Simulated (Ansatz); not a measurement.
# Cu3N (Pm-3m): calculation of the elastic constants

What are the elastic constants of Cu3N (Pm-3m), and is the cell stable? A script is to give a calculation of the elastic constants; the system is Cu3N (Pm-3m).

The COD entry's cell or inner coordinates are ideal or old and differ from later refinements, so a difference from it is no clean test against experiment.

Program: the Python package of Ansatz 0.2.0. Level of theory: DFT PBEsol, plane waves, PAW. These are calculated values, not measurements.

**1. Starting point**

It takes space group Pm-3m (No. 221, cubic). The conventional cell has a = 3.807 Å, b = 3.807 Å, c = 3.807 Å, α = 90.00°, β = 90.00°, γ = 90.00°. Around Cu (site symmetry 4/mmm) lie 2 N at 1.90 Å. N (site symmetry m-3m) is surrounded by 6 Cu at 1.90 Å.

The script reads cu3n.cif:

```cif
data_Cu3N
_cell_length_a 3.807000
_cell_length_b 3.807000
_cell_length_c 3.807000
_cell_angle_alpha 90.00000
_cell_angle_beta 90.00000
_cell_angle_gamma 90.00000
_symmetry_space_group_name_H-M 'P 1'
_symmetry_Int_Tables_number 1
loop_
_symmetry_equiv_pos_as_xyz
'x, y, z'
loop_
_atom_site_label
_atom_site_type_symbol
_atom_site_fract_x
_atom_site_fract_y
_atom_site_fract_z
Cu1 Cu    0.500000    0.000000    0.000000
Cu2 Cu    0.000000    0.500000    0.000000
Cu3 Cu    0.000000    0.000000    0.500000
N4 N    0.000000    0.000000    0.000000
```

**2. The script**

Contents of cu3n.py:

```python
"""Stiffness tensor and moduli of Cu3N."""

import warnings

import ansatz as az
from ase.io import read
import numpy as np

warnings.simplefilter("ignore", az.DeckWarning)

atoms = read("cu3n.cif")
crystal = az.Crystal.from_ase(atoms)

calculation = (
    crystal.calculation()
    .functional("pbesol")
    .pseudopotentials("paw")
    .occupations("Fixed")
    .kpoints(7, 7, 7)
)
done = calculation.elastic("relaxed-ion").run(threads=1, pin="off")
elastic = done.elastic

C = np.asarray(elastic.c_gpa)
for i in range(6):
    for j in range(i, 6):
        if abs(C[i, j]) > 0.05:
            print(f"C{i + 1}{j + 1} = {C[i, j]:.1f} GPa")
print("smallest eigenvalue of C:", round(elastic.stability.min_eigenvalue_gpa, 1), "GPa; stable:", elastic.stability.stable)
# averaged moduli need a positive definite tensor
if elastic.stability.min_eigenvalue_gpa > 0:
    m = elastic.moduli
    anisotropy = 5 * m.g_voigt_gpa / m.g_reuss_gpa + m.k_voigt_gpa / m.k_reuss_gpa - 6
    print(f"Voigt K {m.k_voigt_gpa:.1f} G {m.g_voigt_gpa:.1f}; Reuss K {m.k_reuss_gpa:.1f} G {m.g_reuss_gpa:.1f}; universal anisotropy index {anisotropy:.3f}")
```

**3. What the engine is handed**

The package turns the script's settings into the engine's input:

```yaml
crystal:
  lattice:
    - [3.807, 0.0, 0.0]
    - [0.0, 3.807, 0.0]
    - [0.0, 0.0, 3.807]
  atoms:
    - { symbol: Cu, position: [0.5, 0.0, 0.0] }
    - { symbol: Cu, position: [0.0, 0.5, 0.0] }
    - { symbol: Cu, position: [0.0, 0.0, 0.5] }
    - { symbol: "N", position: [0.0, 0.0, 0.0] }
kpoints:
  mp_grid:
    grid: [7, 7, 7]
hamiltonian:
  xc: pbesol
  pseudopotentials:
    kind: paw
scf:
  occupations:
    method: fixed
elastic:
  mode: relaxed_ion
```

**4. The run**

Command:

```sh
> python cu3n.py
```

Standard output:

```text
C11 = 240.9 GPa
C12 = 51.5 GPa
C13 = 51.5 GPa
C22 = 240.9 GPa
C23 = 51.5 GPa
C33 = 240.9 GPa
C44 = 20.3 GPa
C55 = 20.3 GPa
C66 = 20.3 GPa
smallest eigenvalue of C: 20.3 GPa; stable: True
Voigt K 114.6 G 50.1; Reuss K 114.6 G 29.6; universal anisotropy index 3.445
```

It took 56 s on 1 thread of Arm Neoverse V2, shared host; peak memory 0.52 GiB.

Lines on the test bed's own set-up are left out of the output.

A comment line of the script is reworded here; the code is as run.

**5. The run's own record**

The report of the run holds:

| item | value |
| --- | --- |
| SCF cycles in all | 90 |
| k-points solved | 20 |
| plane waves | 1045 |
| bands | 38 |
| valence electrons | 62 |
| free energy (eV) | -20143.65311 |
| Fermi level (eV) | 10.844 |
| lowest empty less highest filled level on the mesh, by band count (eV) | 0.940 |
| pressure (GPa; positive when compressed) | -4.20 |

**6. The elastic tensor**

C in GPa, Voigt order xx yy zz yz xz xy:

```
240.9  51.5  51.5   0.0   0.0   0.0
 51.5 240.9  51.5   0.0   0.0   0.0
 51.5  51.5 240.9   0.0   0.0   0.0
  0.0   0.0   0.0  20.3   0.0   0.0
  0.0   0.0   0.0   0.0  20.3   0.0
  0.0   0.0   0.0   0.0   0.0  20.3
```

Its eigenvalues (GPa): 20.3, 20.3, 20.3, 189.4, 189.4, 343.9.

**7. Outcome**

| quantity | value |
| --- | --- |
| free energy | -20143.6531 eV (-5035.9133 eV/atom) |
| gap on the mesh | 0.94 eV |
| pressure | -4.20 GPa |
| largest force | 0.000 eV/Å |
| bulk modulus (Hill) | 114.6 GPa |
| shear modulus (Hill) | 39.9 GPa |
| least eigenvalue of C | 20.3 GPa |

What this shows: All eigenvalues of C are positive, so the cell resists every small strain. The ratio K/G is 2.88, on the ductile side of Pugh's 1.75. The unstrained cell carries a stress of up to 4.2 GPa, so these aren't the constants at zero pressure. On the mesh the gap is 0.94 eV; the true edges may lie between its points. Semilocal functionals usually give gaps below the measured ones. The pressure of -4.2 GPa means that the cell would shrink if relaxed at this level. What to keep in mind:
- Spin is left out of this run.
- A positive definite tensor excludes instabilities under uniform strain alone; phonons elsewhere in the zone can still be imaginary.
- Of the deposited cell: the entry's cell lengths or inner coordinates differ somewhat from later room-temperature determinations.
- The cell stands under -4.2 GPa at these settings.
- The constants belong to the cell that was strained; where it wasn't relaxed first it may be under stress.
